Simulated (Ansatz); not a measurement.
**InSe in Ansatz: the effect of strain**

InSe:

```
In Se
1.0
     5.82639   -2.05465    0.00000
     5.82639    2.05465    0.00000
    -1.72323    0.00000    4.58049
In Se
2 2
Direct
  0.88820 0.88820 0.04684
  0.11180 0.11180 0.95316
  0.66093 0.66093 0.66896
  0.33907 0.33907 0.33104
```

The cell comes from a database or a generator and needn't be the stable form of this composition.

Alike in all runs:

```yaml
Program: Ansatz 0.2.0
Task: band structure
Functional: PBEsol
Potentials_or_basis: Ansatz PAW
Cutoff: "420 eV (not typed: the program's choice for these potentials)"
k_mesh: 6 × 6 × 5
Occupations: fermi-dirac, width 0.05 eV
Spin: no spin polarisation
Kind_of_strain: uniaxial
Path: "[[\"X\", \"G\", \"Y\"], [\"L\", \"G\", \"Z\"], [\"N\", \"G\", \"M\"], [\"R\", \"G\"]]"
Points_for_each_segment_of_the_path: 14
```

| strain | gap on the mesh (eV) | pressure (GPa) | largest force (eV/Å) |
| --- | --- | --- | --- |
| -0.04 | 1.29 | 0.6 | 0.52 |
| -0.02 | 1.29 | -0.3 | 0.29 |
| -0.01 | 1.28 | -0.8 | 0.17 |
| 0 | 1.27 | -1.2 | 0.06 |
| 0.01 | 1.27 | -1.5 | 0.11 |
| 0.02 | 1.26 | -1.9 | 0.18 |
| 0.04 | ? | ? | ? |

Q: What does the run with strain 0.04 give?

A: gap on the mesh 1.23 eV; pressure -2.6 GPa; largest force 0.36 eV/Å.

Worked out: A straight line through the other rows of the gap on the mesh, of slope -0.529 eV per unit of strain, extrapolates to 1.25 eV, against the run's 1.23. The fit is too stiff a form for this range. A straight line through the other rows of the pressure, of slope -41.6 GPa per unit of strain, extrapolates to -2.8 GPa, against the run's -2.6. A parabola through the other rows of the largest force, of slope 14.8 eV/Å per unit of strain there, extrapolates to 0.37 eV/Å, against the run's 0.36.

Caveats: the k mesh misses the band edges, so the gap on the mesh is wider than the one along the path; spin-orbit coupling is left out, which moves the levels of the heavy elements; the PAW data sets come from PBE, with cores solved anew for the run's functional, which leaves a small shift of forces and pressure.
